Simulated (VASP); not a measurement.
# WS2 in VASP: equation of state

Aim: energy against volume of WS2 in PBEsol, for its equilibrium volume and stiffness.

Program: VASP 6.6.1. These are calculated values, not measurements. Logs are shortened: lines on timing, memory, paths and dates and some standing lists are left out, and cuts for length are marked.

## Step 1: The structure

The cell holds a slab with vacuum, 3 atoms: a = 3.184 Å, b = 3.184 Å, c = 16.951 Å, α = 90.00°, β = 90.00°, γ = 120.00°.

## Step 2: Equation of state, PBEsol, 46.62 Å³/atom (volume scaled by 0.94)

The input, INCAR:

```
PREC = Accurate
ENCUT = 520
EDIFF = 1E-7
ISMEAR = -1
SIGMA = 0.05
LREAL = F
LASPH = T
NELM = 80
ALGO = Normal
ISIF = 2
LWAVE = F
LCHARG = F
GGA = PS
NBANDS = 20
```

The input, KPOINTS:

```
Automatic mesh
0
Gamma
  10 10 2
```

The input, POSCAR:

```
WS2
1.0
    3.1185283984      0.0000000000      0.0000000000
   -1.5592641992      2.7007248154      0.0000000000
    0.0000000000      0.0000000000     16.6045506357
W S
1 2
Direct
    0.0000000000      0.0000000000      0.0000000000
    0.3333333333      0.6666666667      0.0920005100
    0.3333333333      0.6666666667      0.9079994900
```

Potentials or basis: VASP PAW PBE potentials, release 64 (W_sv, S).

Run with:

```bash
> cat potpaw_PBE.64/W_sv/POTCAR potpaw_PBE.64/S/POTCAR > POTCAR
> mpirun -np 1 vasp_std > vasp.out
```

OUTCAR:

```text
PREC = Accurate
   ENCUT = 520
   EDIFF = 1E-7
   ISMEAR = -1
   LREAL = F
   LASPH = T
   NELM = 80
   ISIF = 2
   GGA = PS

 Found     28 irreducible k-points:

 Following reciprocal coordinates:
            Coordinates               Weight
  0.000000  0.000000  0.000000      1.000000
  0.100000  0.000000  0.000000      6.000000
  0.200000  0.000000  0.000000      6.000000
  0.300000  0.000000  0.000000      6.000000
  0.400000  0.000000  0.000000      6.000000
  0.500000  0.000000  0.000000      3.000000
   k-points           NKPTS =     28   k-points in BZ     NKDIM =     28   number of bands    NBANDS=     20
   number of dos      NEDOS =    301   number of ions     NIONS =      3
   total plane-waves  NPLWV =  72576
   dimension x,y,z NGX =    24 NGY =   24 NGZ =  126
   dimension x,y,z NGXF=    48 NGYF=   48 NGZF=  252
   ions per type =               1   2
   NGX,Y,Z   is equivalent  to a cutoff of  12.79, 12.79, 12.62 a.u.
   NGXF,Y,Z  is equivalent  to a cutoff of  25.59, 25.59, 25.23 a.u.
 SYSTEM =  unknown system
   PREC   = accura    normal or accurate (medium, high low for compatibility)
   ISTART =      0    job   : 0-new  1-cont  2-samecut
   ICHARG =      2    charge: 1-file 2-atom 10-const
   ISPIN  =      1    spin polarized calculation?
   LNONCOLLINEAR =      F non collinear calculations
   LSORBIT =      F    spin-orbit coupling
   LASPH  =      T    aspherical Exc in radial PAW
   ENCUT  =  520.0 eV  38.22 Ry    6.18 a.u.   5.80  5.80 30.87*2*pi/ulx,y,z
   NELM   =     80;   NELMIN=  2; NELMDL= -5     # of ELM steps
   EDIFF  = 0.1E-06   stopping-criterion for ELM
   LREAL  =      F    real-space projection
   EDIFFG = 0.1E-05   stopping-criterion for IOM
   NSW    =      0    number of steps for IOM
   IBRION =     -1    ionic relax: 0-MD 1-quasi-New 2-CG
   NFREE  =      0    steps in history (QN), initial steepest desc. (CG)
   ISIF   =      2    stress and relaxation
   ISYM   =      2    0-nonsym 1-usesym 2-fastsym
   POTIM  = 0.5000    time-step for ionic-motion
   TEBEG  =    0.0;   TEEND  =   0.0 temperature during run
   PSTRESS=    0.0 pullay stress
   NELECT =      26.0000    total number of electrons
   NUPDOWN=      -1.0000    fix difference up-down
   EMIN   =  10.00;   EMAX   =-10.00  energy-range for DOS
   EFERMI =   0.00;   METHOD = LEGACY
   ISMEAR =    -1;   SIGMA  =   0.05  broadening in eV -4-tet -1-fermi 0-gaus
   EFERMI_NEDOS =   21; number of points for ismear=-14 and -15
   IALGO  =     38    algorithm
   IMIX   =      4    mixing-type and parameters
     AMIX     =   0.40;   BMIX     =  1.00
     AMIX_MAG =   1.60;   BMIX_MAG =  1.00
  volume/ion in A,a.u.               =      46.62       314.58
  Fermi-wavevector in a.u.,A,eV,Ry     =   0.934359  1.765682 11.878238  0.873026
  Thomas-Fermi vector in A             =   2.061155
   LORBIT       =      0    0 simple, 1 ext, 2 COOP (PROOUT), +10 PAW based schemes
   GGA     = PS    functional components
   LHFCALC =     F    Hartree Fock is set to
   AEXX    =    0.0000 exact exchange contribution
   IVDW    =     0    specifies the selected vdW correction
   LEPSILON=     F    determine dielectric tensor
   LRPA    =     F    only Hartree local field effects (RPA)
 non-spin polarized calculation
  energy-cutoff  :      520.00
  volume of cell :      139.85
 maximum number of plane-waves:      3796
 NGX is ok and might be reduce to    24
   NGX = 11   NGY = 11   NGZ = 61

 number of electron      25.9999998 magnetization

 Free energy of the ion-electron system (eV)
  ---------------------------------------------------
  ext. energy  EPLUGINS =         0.00000000
  ---------------------------------------------------
  free energy    TOTEN  =       -25.18660394 eV

  energy without entropy =      -25.18660394  energy(sigma->0) =      -25.18660394

 E-fermi :   0.0263     XC(G=0):  -4.6959

 val. band max:       -1.0410559258   @ k =   0.0000   0.0000   0.5000
 cond. band min:       1.1398666207   @ k =   0.3000   0.3000   0.5000
 fundamental gap:      2.1809225465
 Fermi energy:         0.0262592014

 k-point     1 :       0.0000    0.0000    0.0000
  band No.  band energies     occupation
      1     -74.8034      2.00000
      2     -39.1317      2.00000
      3     -38.9150      2.00000
      4     -38.9150      2.00000
      5     -16.1599      2.00000
      6     -14.2652      2.00000
[... 12 lines left out ...]
     19       4.5844      0.00000
     20       4.6997      0.00000

 k-point     2 :       0.1000    0.0000    0.0000
  band No.  band energies     occupation
      1     -74.8011      2.00000
      2     -39.1239      2.00000
      3     -38.9572      2.00000
      4     -38.9246      2.00000
      5     -15.9766      2.00000
      6     -14.2054      2.00000
[... 12 lines left out ...]
     19       4.7883      0.00000
     20       5.3799      0.00000

 k-point     3 :       0.2000    0.0000    0.0000
  band No.  band energies     occupation
      1     -74.7954      2.00000
      2     -39.1035      2.00000
      3     -39.0663      2.00000
      4     -38.9499      2.00000
      5     -15.4677      2.00000
      6     -14.0403      2.00000
[... 12 lines left out ...]
     19       5.3648      0.00000
     20       6.3438      0.00000

 k-point     4 :       0.3000    0.0000    0.0000
  band No.  band energies     occupation
      1     -74.7882      2.00000
      2     -39.1985      2.00000
      3     -39.0781      2.00000
      4     -38.9808      2.00000
      5     -14.7579      2.00000
      6     -13.8153      2.00000
[... 12 lines left out ...]
     19       6.1340      0.00000
     20       6.6197      0.00000

 k-point     5 :       0.4000    0.0000    0.0000
  band No.  band energies     occupation
      1     -74.7824      2.00000
      2     -39.3033      2.00000
      3     -39.0574      2.00000
      4     -39.0057      2.00000
      5     -14.0774      2.00000
      6     -13.6114      2.00000
[... 12 lines left out ...]
     19       6.5510      0.00000
     20       6.8092      0.00000

 k-point     6 :       0.5000    0.0000    0.0000
  band No.  band energies     occupation
      1     -74.7802      2.00000
      2     -39.3428      2.00000
      3     -39.0495      2.00000
      4     -39.0152      2.00000
      5     -13.7768      2.00000
      6     -13.5270      2.00000
[... 12 lines left out ...]
     19       6.7495      0.00000
     20       7.2152      0.00000

 [... further k-points ...]

------------------------ aborting loop because EDIFF is reached ----------------------------------------

  FORCE on cell =-STRESS in cart. coord.  units (eV):
  Direction    XX          YY          ZZ          XY          YZ          ZX
  --------------------------------------------------------------------------------------
  -------------------------------------------------------------------------------------
  Total        2.2015360      2.2015360      3.3431992      0.0000000     -0.0000000      0.0000000
  in kB       25.2219816     25.2219816     38.3014902      0.0000000     -0.0000000      0.0000000
  external PRESSURE =      29.5818178 kB  Pullay stress =       0.0000000 kB

 VOLUME and BASIS-vectors are now :
 -----------------------------------------------------------------------------
  energy-cutoff  :      520.00
  volume of cell :      139.85
      direct lattice vectors                 reciprocal lattice vectors
     3.118528398  0.000000000  0.000000000     0.320664067  0.185135486  0.000000000
    -1.559264199  2.700724815  0.000000000     0.000000000  0.370270971  0.000000000
     0.000000000  0.000000000 16.604550636     0.000000000  0.000000000  0.060224454

 POSITION                                       TOTAL-FORCE (eV/Angst)
 -----------------------------------------------------------------------------------
      0.00000      0.00000      0.00000        -0.000000      0.000000      0.000000
     -0.00000      1.80048      1.52763         0.000000     -0.000000      1.103326
     -0.00000      1.80048     15.07692         0.000000      0.000000     -1.103326
 -----------------------------------------------------------------------------------
    total drift:                                0.000000     -0.000000     -0.000000

  FREE ENERGIE OF THE ION-ELECTRON SYSTEM (eV)
  ---------------------------------------------------
  free  energy   TOTEN  =       -25.1866039399 eV

  energy  without entropy=      -25.1866039399  energy(sigma->0) =      -25.18660394
```

OSZICAR:

```text
N       E                     dE             d eps       ncg     rms          rms(c)
DAV:   1     0.181886112903E+03    0.18189E+03   -0.12325E+04  1344   0.112E+03
DAV:   2    -0.126842141191E+02   -0.19457E+03   -0.18869E+03  1432   0.276E+02
DAV:   3    -0.261766492177E+02   -0.13492E+02   -0.13387E+02  1536   0.680E+01
[... 15 lines left out ...]
DAV:  19    -0.251866005864E+02   -0.61192E-05   -0.33764E-07  1260   0.243E-03    0.223E-03
DAV:  20    -0.251866033685E+02   -0.27822E-05   -0.14113E-07  1080   0.109E-03    0.101E-03
DAV:  21    -0.251866037659E+02   -0.39731E-06   -0.10064E-08  1060   0.382E-04    0.530E-04
DAV:  22    -0.251866039166E+02   -0.15070E-06   -0.47429E-09   892   0.316E-04    0.156E-04
DAV:  23    -0.251866039399E+02   -0.23375E-07   -0.67838E-10   840   0.128E-04
   1 F= -.25186604E+02 E0= -.25186604E+02  d E =-.675213E-10
```

stdout:

```text
POSCAR found type information on POSCAR W S
 POSCAR found :  2 types and       3 ions
 scaLAPACK will be used
 -----------------------------------------------------------------------------
|                                                                             |
|                                                                             |
|     You enforced a specific xc type in the INCAR file but a different       |
|     I HOPE YOU KNOW WHAT YOU ARE DOING!                                     |
|                                                                             |
 -----------------------------------------------------------------------------

 LDA part: xc-table for (Slater+PW92), standard interpolation
 POSCAR, INCAR and KPOINTS ok, starting setup
 FFT: planning ... GRIDC
 FFT: planning ... GRID_SOFT
 FFT: planning ... GRID
 WAVECAR not read
 entering main loop
```

Run time: 44 s. Hardware: 1 thread of Intel Xeon 6975P-C (Granite Rapids), shared host; peak memory 0.28 GiB.

What came out:

```
Free energy            : -25.1866 eV
Largest force          : 1.103 eV/Å
Band gap on the k mesh : 2.18 eV, indirect (least direct gap 2.34 eV)
```

Caveat: the PAW data sets were made with another functional, which shifts forces and pressure a little; spin-orbit coupling is left out, which moves the levels of the heavy elements.

## Step 3: Equation of state, PBEsol, 47.61 Å³/atom (volume scaled by 0.96)

INCAR is that of step 2.

KPOINTS is that of step 2.

The input, POSCAR:

```
WS2
1.0
    3.1404905896      0.0000000000      0.0000000000
   -1.5702452948      2.7197446309      0.0000000000
    0.0000000000      0.0000000000     16.7214879437
W S
1 2
Direct
    0.0000000000      0.0000000000      0.0000000000
    0.3333333333      0.6666666667      0.0920005100
    0.3333333333      0.6666666667      0.9079994900
```

Potentials or basis: VASP PAW PBE potentials, release 64 (W_sv, S).

Run with:

```bash
> cat potpaw_PBE.64/W_sv/POTCAR potpaw_PBE.64/S/POTCAR > POTCAR
> mpirun -np 1 vasp_std > vasp.out
```

Run time: 40 s. Hardware: 1 thread of Intel Xeon 6975P-C (Granite Rapids), shared host; peak memory 0.28 GiB.

Results (log left out):

```
Free energy            : -25.2281 eV
Largest force          : 0.669 eV/Å
Band gap on the k mesh : 2.12 eV, indirect (least direct gap 2.27 eV)
```

Caveat: the PAW data sets were made with another functional, which shifts forces and pressure a little; spin-orbit coupling is left out, which moves the levels of the heavy elements.

## Step 4: Equation of state, PBEsol, 48.60 Å³/atom (volume scaled by 0.98)

INCAR is that of step 3.

KPOINTS is that of step 3.

The input, POSCAR:

```
WS2
1.0
    3.1621498298      0.0000000000      0.0000000000
   -1.5810749149      2.7385020831      0.0000000000
    0.0000000000      0.0000000000     16.8368121945
W S
1 2
Direct
    0.0000000000      0.0000000000      0.0000000000
    0.3333333333      0.6666666667      0.0920005100
    0.3333333333      0.6666666667      0.9079994900
```

Run with:

```bash
> cat potpaw_PBE.64/W_sv/POTCAR potpaw_PBE.64/S/POTCAR > POTCAR
> mpirun -np 1 vasp_std > vasp.out
```

Run time: 44 s. Hardware: 1 thread of Intel Xeon 6975P-C (Granite Rapids), shared host; peak memory 0.28 GiB.

The run converged. Its results:

| Item | Value |
| --- | --- |
| Free energy | -25.2435 eV |
| Largest force | 0.267 eV/Å |
| Band gap on the k mesh | 2.05 eV, indirect (least direct gap 2.21 eV) |

Caveat: the PAW data sets were made with another functional, which shifts forces and pressure a little; spin-orbit coupling is left out, which moves the levels of the heavy elements.

## Step 5: Equation of state, PBEsol, 50.58 Å³/atom (volume scaled by 1.02)

INCAR is that of step 4.

KPOINTS is that of step 4.

The input, POSCAR:

```
WS2
1.0
    3.2045998594      0.0000000000      0.0000000000
   -1.6022999297      2.7752648871      0.0000000000
    0.0000000000      0.0000000000     17.0628366442
W S
1 2
Direct
    0.0000000000      0.0000000000      0.0000000000
    0.3333333333      0.6666666667      0.0920005100
    0.3333333333      0.6666666667      0.9079994900
```

Run with:

```bash
> cat potpaw_PBE.64/W_sv/POTCAR potpaw_PBE.64/S/POTCAR > POTCAR
> mpirun -np 1 vasp_std > vasp.out
```

Wall time 45 s (1 thread of Intel Xeon 6975P-C (Granite Rapids), shared host); peak memory 0.28 GiB.

It converged, with:

- Free energy: -25.2066 eV
- Largest force: 0.448 eV/Å
- Band gap on the k mesh: 1.94 eV, indirect (least direct gap 2.09 eV)

Caveat: the PAW data sets were made with another functional, which shifts forces and pressure a little; spin-orbit coupling is left out, which moves the levels of the heavy elements.

## Step 6: Equation of state, PBEsol, 51.58 Å³/atom (volume scaled by 1.04)

INCAR is that of step 5.

KPOINTS is that of step 5.

The input, POSCAR:

```
WS2
1.0
    3.2254095325      0.0000000000      0.0000000000
   -1.6127047662      2.7932865927      0.0000000000
    0.0000000000      0.0000000000     17.1736373894
W S
1 2
Direct
    0.0000000000      0.0000000000      0.0000000000
    0.3333333333      0.6666666667      0.0920005100
    0.3333333333      0.6666666667      0.9079994900
```

Potentials or basis: VASP PAW PBE potentials, release 64 (W_sv, S).

Run with:

```bash
> cat potpaw_PBE.64/W_sv/POTCAR potpaw_PBE.64/S/POTCAR > POTCAR
> mpirun -np 1 vasp_std > vasp.out
```

Wall time 43 s (1 thread of Intel Xeon 6975P-C (Granite Rapids), shared host); peak memory 0.28 GiB.

The run converged. Its results:

- Free energy: -25.1588 eV
- Largest force: 0.765 eV/Å
- Band gap on the k mesh: 1.88 eV, indirect (least direct gap 2.04 eV)

Caveat: the PAW data sets were made with another functional, which shifts forces and pressure a little; spin-orbit coupling is left out, which moves the levels of the heavy elements.

## Step 7: Equation of state, PBEsol, 52.57 Å³/atom (volume scaled by 1.06)

INCAR is that of step 6.

KPOINTS is that of step 6.

The input, POSCAR:

```
WS2
1.0
    3.2459540962      0.0000000000      0.0000000000
   -1.6229770481      2.8110787067      0.0000000000
    0.0000000000      0.0000000000     17.2830265641
W S
1 2
Direct
    0.0000000000      0.0000000000      0.0000000000
    0.3333333333      0.6666666667      0.0920005100
    0.3333333333      0.6666666667      0.9079994900
```

Run with:

```bash
> cat potpaw_PBE.64/W_sv/POTCAR potpaw_PBE.64/S/POTCAR > POTCAR
> mpirun -np 1 vasp_std > vasp.out
```

Wall time 50 s (1 thread of Intel Xeon 6975P-C (Granite Rapids), shared host); peak memory 0.3 GiB.

It converged, with:

```
Free energy            : -25.0942 eV
Largest force          : 1.059 eV/Å
Band gap on the k mesh : 1.83 eV, indirect (least direct gap 1.99 eV)
```

Caveat: the PAW data sets were made with another functional, which shifts forces and pressure a little; spin-orbit coupling is left out, which moves the levels of the heavy elements.

## Step 8: Equation of state, PBEsol

This step only gathers the single runs of the series.

Results:

| Quantity | Value |
| --- | --- |
| Equilibrium volume | 48.74 Å³/atom |
| Bulk modulus at fixed shape and positions | 61 GPa |
| Pressure derivative of the bulk modulus | 4.4 |

Energy against volume, from the lowest point:
```csv
volume (Å³/atom),energy (meV/atom)
46.616,18.96
47.608,5.13
48.600,0.00
49.592,2.66
50.583,12.30
51.575,28.22
52.567,49.74
```

Caveat: the cell was scaled at fixed shape and fractional positions, which overstates the stiffness of a crystal with free parameters, most of all of layers and chains; the PAW data sets were made with another functional, which shifts forces and pressure a little.
